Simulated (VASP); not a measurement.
# Ni (Fm-3m) in VASP: a series of runs

One crystal, Ni, is run at these levels: PBE; tasks: relaxation of cell and atoms.

Program: VASP 6.6.1. These are calculated values, not measurements. Logs are shortened: lines on timing, memory, paths and dates and some standing lists are left out, and cuts for length are marked.

## (1) The structure

It takes space group Fm-3m (No. 225, cubic). Conventional cell: a = 3.524 Å, b = 3.524 Å, c = 3.524 Å, α = 90.00°, β = 90.00°, γ = 90.00°. Around Ni (site symmetry m-3m) lie 12 Ni at 2.49 Å.

## (2) Relaxation of cell and atoms, PBE, collinear spin, ferromagnetic start

INCAR

```
SYSTEM = Ni
ALGO = Normal
EDIFF = 1E-7
EDIFFG = -0.002
ENCUT = 520
GGA = PE
IBRION = 2
ISIF = 3
ISMEAR = 0
ISPIN = 2
LASPH = .True.
LCHARG = .False.
LMAXMIX = 4
LORBIT = 11
LREAL = .False.
LWAVE = .False.
MAGMOM = 0.8
NELM = 150
NSW = 80
PREC = Accurate
SIGMA = 0.1
```

KPOINTS

```
k-points
0
Gamma
  12 12 12
  0 0 0
```

POSCAR

```
Ni
1.0
    0.0000000000      1.7619350000      1.7619350000
    1.7619350000      0.0000000000      1.7619350000
    1.7619350000      1.7619350000      0.0000000000
Ni
1
Direct
    0.0000000000      0.0000000000      0.0000000000
```

Potentials or basis: VASP PAW PBE potentials, release 64 (Ni).

Launch:

```bash
$ cat potpaw_PBE.64/Ni/POTCAR > POTCAR
$ mpirun -np 1 vasp_std > vasp.out
```

OUTCAR:

```text
SYSTEM = Ni
   EDIFF = 1E-7
   EDIFFG = -0.002
   ENCUT = 520
   GGA = PE
   IBRION = 2
   ISIF = 3
   ISMEAR = 0
   ISPIN = 2
   LASPH = .True.
   LORBIT = 11
   LREAL = .False.
   NELM = 150
   NSW = 80
   PREC = Accurate

 ion  position               nearest neighbor table
   1  0.000  0.000  0.000-

  LATTYP: Found a face centered cubic cell.
 ALAT       =     3.5238700000

  Lattice vectors:

 A1 = (   0.0000000000,   1.7619350000,   1.7619350000)
 A2 = (   1.7619350000,   0.0000000000,   1.7619350000)
 A3 = (   1.7619350000,   1.7619350000,   0.0000000000)

Analysis of symmetry for initial positions (statically):
=====================================================================
 Subroutine PRICEL returns:
 Original cell was already a primitive cell.

 Routine SETGRP: Setting up the symmetry group for a
 face centered cubic supercell.

 Subroutine GETGRP returns: Found 48 space group operations
 (whereof 48 operations were pure point group operations)
 out of a pool of 48 trial point group operations.

The static configuration has the point symmetry O_h .

Analysis of symmetry for dynamics (positions and initial velocities):
=====================================================================
 Subroutine PRICEL returns:
 Original cell was already a primitive cell.

 Routine SETGRP: Setting up the symmetry group for a
 face centered cubic supercell.

 Subroutine GETGRP returns: Found 48 space group operations
 (whereof 48 operations were pure point group operations)
 out of a pool of 48 trial point group operations.

The dynamic configuration has the point symmetry O_h .

Analysis of structural, dynamic, and magnetic symmetry:
=====================================================================
 Subroutine PRICEL returns:
 Original cell was already a primitive cell.

 Routine SETGRP: Setting up the symmetry group for a
 face centered cubic supercell.

 Subroutine GETGRP returns: Found 48 space group operations
 (whereof 48 operations were pure point group operations)
 out of a pool of 48 trial point group operations.

The overall configuration has the point symmetry O_h .

 Subroutine INISYM returns: Found 48 space group operations
 (whereof 48 operations are pure point group operations),
 and found     1 'primitive' translations

----------------------------------------------------------------------------------------

                                     Primitive cell

  volume of cell :      10.9396

  direct lattice vectors                    reciprocal lattice vectors
     0.000000000  1.761935000  1.761935000    -0.283778914  0.283778914  0.283778914
     1.761935000  0.000000000  1.761935000     0.283778914 -0.283778914  0.283778914
     1.761935000  1.761935000  0.000000000     0.283778914  0.283778914 -0.283778914

  length of vectors
     2.491752373  2.491752373  2.491752373     0.491519496  0.491519496  0.491519496

  position of ions in fractional coordinates (direct lattice)
     0.000000000  0.000000000  0.000000000

  ion indices of the primitive-cell ions
   primitive index   ion index
                 1           1

----------------------------------------------------------------------------------------

 KPOINTS: k-points

Automatic generation of k-mesh.
 Grid dimensions read from file:
 generate k-points for:   12   12   12

 Generating k-lattice:

  Cartesian coordinates                     Fractional coordinates (reciprocal lattice)
    -0.023648243  0.023648243  0.023648243     0.083333333  0.000000000  0.000000000
     0.023648243 -0.023648243  0.023648243     0.000000000  0.083333333  0.000000000
     0.023648243  0.023648243 -0.023648243     0.000000000  0.000000000  0.083333333

  Length of vectors
     0.040959958  0.040959958  0.040959958

  Shift w.r.t. Gamma in fractional coordinates (k-lattice)
     0.000000000  0.000000000  0.000000000

 Subroutine IBZKPT returns following result:
 ===========================================

 Found     72 irreducible k-points:

 Following reciprocal coordinates:
            Coordinates               Weight
  0.000000  0.000000  0.000000      1.000000
  0.083333  0.000000  0.000000      8.000000
  0.166667  0.000000  0.000000      8.000000
  0.250000  0.000000  0.000000      8.000000
  0.333333  0.000000  0.000000      8.000000
  0.416667  0.000000  0.000000      8.000000
[... 16 lines left out ...]
  0.500000  0.166667  0.000000     24.000000
 -0.416667  0.166667  0.000000     24.000000
 [... further k-points ...]
   k-points           NKPTS =     72   k-points in BZ     NKDIM =     72   number of bands    NBANDS=      9
   number of dos      NEDOS =    301   number of ions     NIONS =      1
   total plane-waves  NPLWV =   8000
   dimension x,y,z NGX =    20 NGY =   20 NGZ =   20
   dimension x,y,z NGXF=    40 NGYF=   40 NGZF=   40
   ions per type =               1
   NGX,Y,Z   is equivalent  to a cutoff of  13.34, 13.34, 13.34 a.u.
   NGXF,Y,Z  is equivalent  to a cutoff of  26.69, 26.69, 26.69 a.u.
 SYSTEM =  Ni
   PREC   = accura    normal or accurate (medium, high low for compatibility)
   ISTART =      0    job   : 0-new  1-cont  2-samecut
   ICHARG =      2    charge: 1-file 2-atom 10-const
   ISPIN  =      2    spin polarized calculation?
   LNONCOLLINEAR =      F non collinear calculations
   LSORBIT =      F    spin-orbit coupling
   LASPH  =      T    aspherical Exc in radial PAW
   ENCUT  =  520.0 eV  38.22 Ry    6.18 a.u.   4.63  4.63  4.63*2*pi/ulx,y,z
   NELM   =    150;   NELMIN=  2; NELMDL= -5     # of ELM steps
   EDIFF  = 0.1E-06   stopping-criterion for ELM
   LREAL  =      F    real-space projection
   EDIFFG = -.2E-02   stopping-criterion for IOM
   NSW    =     80    number of steps for IOM
   IBRION =      2    ionic relax: 0-MD 1-quasi-New 2-CG
   NFREE  =      1    steps in history (QN), initial steepest desc. (CG)
   ISIF   =      3    stress and relaxation
   ISYM   =      2    0-nonsym 1-usesym 2-fastsym
   POTIM  = 0.5000    time-step for ionic-motion
   TEBEG  =    0.0;   TEEND  =   0.0 temperature during run
   PSTRESS=    0.0 pullay stress
   NELECT =      10.0000    total number of electrons
   NUPDOWN=      -1.0000    fix difference up-down
   EMIN   =  10.00;   EMAX   =-10.00  energy-range for DOS
   EFERMI =   0.00;   METHOD = LEGACY
   ISMEAR =     0;   SIGMA  =   0.10  broadening in eV -4-tet -1-fermi 0-gaus
   EFERMI_NEDOS =   21; number of points for ismear=-14 and -15
   IALGO  =     38    algorithm
   IMIX   =      4    mixing-type and parameters
     AMIX     =   0.40;   BMIX     =  1.00
     AMIX_MAG =   1.60;   BMIX_MAG =  1.00
  volume/ion in A,a.u.               =      10.94        73.82
  Fermi-wavevector in a.u.,A,eV,Ry     =   1.588821  3.002436 34.345893  2.524352
  Thomas-Fermi vector in A             =   2.687765
   LORBIT       =     11    0 simple, 1 ext, 2 COOP (PROOUT), +10 PAW based schemes
   GGA     = PE    functional components
   LHFCALC =     F    Hartree Fock is set to
   AEXX    =    0.0000 exact exchange contribution
   IVDW    =     0    specifies the selected vdW correction
   LEPSILON=     F    determine dielectric tensor
   LRPA    =     F    only Hartree local field effects (RPA)
 conjugate gradient relaxation of ions
 spin polarized calculation
 Gauss-broadening in eV      SIGMA  =   0.10
  energy-cutoff  :      520.00
  volume of cell :       10.94
 maximum number of plane-waves:       304
   NGX =  9   NGY =  9   NGZ =  9

--------------------------------------- Ionic step        1  -------------------------------------------

 number of electron      10.0000010 magnetization       0.6821794

 Free energy of the ion-electron system (eV)
  ---------------------------------------------------
  ext. energy  EPLUGINS =         0.00000000
  ---------------------------------------------------
  free energy    TOTEN  =        -5.47365262 eV

  energy without entropy =       -5.46506183  energy(sigma->0) =       -5.46935723

------------------------ aborting loop because EDIFF is reached ----------------------------------------

  FORCE on cell =-STRESS in cart. coord.  units (eV):
  Direction    XX          YY          ZZ          XY          YZ          ZX
  --------------------------------------------------------------------------------------
  -------------------------------------------------------------------------------------
  Total       -0.0363068     -0.0363068     -0.0363068     -0.0000000      0.0000000     -0.0000000
  in kB       -5.3173934     -5.3173934     -5.3173934     -0.0000000      0.0000000     -0.0000000
  external PRESSURE =      -5.3173934 kB  Pullay stress =       0.0000000 kB

 VOLUME and BASIS-vectors are now :
 -----------------------------------------------------------------------------
  energy-cutoff  :      520.00
  volume of cell :       10.94
      direct lattice vectors                 reciprocal lattice vectors
     0.000000000  1.761935000  1.761935000    -0.283778914  0.283778914  0.283778914
     1.761935000  0.000000000  1.761935000     0.283778914 -0.283778914  0.283778914
     1.761935000  1.761935000  0.000000000     0.283778914  0.283778914 -0.283778914
[... 36 lines left out ...]
 POSITION                                       TOTAL-FORCE (eV/Angst)
 -----------------------------------------------------------------------------------
     -0.00000      1.75885      1.75885         0.000000     -0.000000      0.000000
 -----------------------------------------------------------------------------------
    total drift:                               -0.000000     -0.000000     -0.000000

  FREE ENERGIE OF THE ION-ELECTRON SYSTEM (eV)
  ---------------------------------------------------
  free  energy   TOTEN  =        -5.4736692097 eV

  energy  without entropy=       -5.4650432276  energy(sigma->0) =       -5.46935622

--------------------------------------- Ionic step        3  -------------------------------------------

 number of electron      10.0000009 magnetization       0.6809472

 Free energy of the ion-electron system (eV)
  ---------------------------------------------------
  ext. energy  EPLUGINS =         0.00000000
  ---------------------------------------------------
  free energy    TOTEN  =        -5.47370696 eV

  energy without entropy =       -5.46509725  energy(sigma->0) =       -5.46940211

 E-fermi :   9.3385     XC(G=0): -13.2419

 val. band max:        9.3302858298   @ k =  -0.1667   0.1667   0.0000
 cond. band min:       9.3604536395   @ k =   0.5000   0.1667   0.0833
 fundamental gap:      0.0301678096
 Fermi energy:         9.3384703661

 spin component 1

 k-point     1 :       0.0000    0.0000    0.0000
  band No.  band energies     occupation
      1       0.3471      1.00000
      2       6.8690      1.00000
      3       6.8690      1.00000
      4       6.8690      1.00000
      5       8.0472      1.00000
      6       8.0472      1.00000
      7      33.0480      0.00000
      8      36.8812      0.00000
      9      36.8812      0.00000

 k-point     2 :       0.0833    0.0000    0.0000
  band No.  band energies     occupation
      1       0.6173      1.00000
      2       6.8017      1.00000
      3       6.9273      1.00000
      4       6.9273      1.00000
      5       8.0235      1.00000
      6       8.0235      1.00000
      7      31.9298      0.00000
      8      34.5720      0.00000
      9      36.2987      0.00000
[... 253 lines left out ...]
 k-point    24 :      -0.4167    0.1667    0.0000
  band No.  band energies     occupation
      1       5.0398      1.00000
      2       6.5031      1.00000
      3       7.0856      1.00000
      4       7.2668      1.00000
      5       8.5552      1.00000
      6      11.5015      0.00000
      7      15.4588      0.00000
      8      26.0477      0.00000
      9      30.8126      0.00000

 [... further k-points ...]

 spin component 2

 k-point     1 :       0.0000    0.0000    0.0000
  band No.  band energies     occupation
      1       0.3135      1.00000
      2       7.6852      1.00000
      3       7.6852      1.00000
      4       7.6852      1.00000
      5       8.6845      1.00000
      6       8.6845      1.00000
      7      32.8744      0.00000
      8      36.8667      0.00000
      9      36.8667      0.00000

 k-point     2 :       0.0833    0.0000    0.0000
  band No.  band energies     occupation
      1       0.5841      1.00000
      2       7.6078      1.00000
      3       7.7456      1.00000
      4       7.7456      1.00000
      5       8.6597      1.00000
      6       8.6597      1.00000
      7      31.8768      0.00000
      8      34.5134      0.00000
      9      36.3280      0.00000
[... 286 lines left out ...]
 POSITION                                       TOTAL-FORCE (eV/Angst)
 -----------------------------------------------------------------------------------
      0.00000      0.00000      0.00000         0.000000      0.000000     -0.000000
 -----------------------------------------------------------------------------------
    total drift:                               -0.000000     -0.000000     -0.000000

  FREE ENERGIE OF THE ION-ELECTRON SYSTEM (eV)
  ---------------------------------------------------
  free  energy   TOTEN  =        -5.4737069592 eV

  energy  without entropy=       -5.4650972509  energy(sigma->0) =       -5.46940211

 reached required accuracy - stopping structural energy minimisation

 total charge

# of ion       s       p       d       tot
------------------------------------------
    1        0.498   0.497   8.309   9.304

 magnetization (x)

# of ion       s       p       d       tot
------------------------------------------
    1       -0.006  -0.026   0.725   0.693
```

Wall time 31 s (1 thread of AMD EPYC 7R13 (Zen 3), shared host); peak memory 0.11 GiB.

What came out:

| Item | Value |
| --- | --- |
| Free energy | -5.4737 eV |
| Relaxed volume | 10.91 Å³/atom |
| Relaxed cell | a = 2.489 Å, b = 2.489 Å, c = 2.489 Å, α = 60.00°, β = 60.00°, γ = 60.00° |
| Space group after relaxing (to 0.05 Å) | Fm-3m (No. 225) |
| Energy gained by relaxing | 0.1 meV/atom |
| Ionic steps | 3 |
| Pressure after relaxing | 0.0 GPa |
| Band gap on the k mesh | none (metal or under the smearing width) |
| Net moment | 0.68 μB per cell |
| Site moments | Ni +0.69 μB |
| Valence electrons inside the program's atomic spheres | Ni 9.30 |

Final structure:
```
Ni
1.0
     0.00000    1.76022    1.76022
     1.76022    0.00000    1.76022
     1.76022    1.76022    0.00000
Ni
1
Cartesian
  0.0000 0.0000 0.0000
```

(Continued in part 2 of 2.)
